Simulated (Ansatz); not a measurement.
Runs of Ansatz 0.2.0 on Pt. Symmetry: Fm-3m, No. 225, cubic system. Conventional cell: a = 3.922 Å, b = 3.922 Å, c = 3.922 Å, α = 90.00°, β = 90.00°, γ = 90.00°. Around Pt (site symmetry m-3m) lie 12 Pt at 2.77 Å. 

```csv
task,level,potentials or basis,spin,cell,k mesh,cutoff (eV),smearing,basis error allowed,mesh quality,gap on the mesh (eV),pressure (GPa)
single point,PBEsol,"all-electron LAPW, scalar-relativistic",off,as given,12 × 12 × 12,270,gaussian 0.1 eV,0.001 eV/atom,not flagged,none,(a)
elastic constants,PBE,"all-electron LAPW, scalar-relativistic",off,as given,9 × 9 × 9,290,fermi-dirac 0.05 eV,0.001 eV/atom,coarse,none,9.6
band structure,revPBE,"all-electron LAPW, scalar-relativistic",off,as given,12 × 12 × 12,270,fermi-dirac 0.05 eV,0.001 eV/atom,not flagged,-,13.3
single point,PBE,"all-electron LAPW, scalar-relativistic",off,as given,7 × 7 × 7,240,fermi-dirac 0.03 eV,0.003 eV/atom,coarse,none,11.6
single point,PBE,"all-electron LAPW, scalar-relativistic",off,as given,12 × 12 × 12,270,gaussian 0.016 eV,0.001 eV/atom,not flagged,none,(b)
relaxation of cell and atoms,LDA,"all-electron LAPW, scalar-relativistic",off,relaxed,12 × 12 × 12,-,fermi-dirac 0.05 eV,0.001 eV/atom,not flagged,-,0.0
```

Question: Fill in the values left out.

Answer: (a) -0.7; (b) 10.2.

Caveats: some runs use coarse meshes; the k mesh is thin for a metal, which can move the energy by tens of meV per atom (some runs); a metal's response needs a denser mesh (some runs); the cell is more than 3 GPa from zero pressure, which shifts response properties (some runs); elastic constants of metals need much finer meshes, so these are rough (some runs); spin-orbit coupling is left out, which moves the levels of the heavy elements (some runs).

A k mesh can miss the band edges, and the runs leave out spin-orbit coupling on Pt.

A gap of «none» marks a metal or a gap under the smearing width.
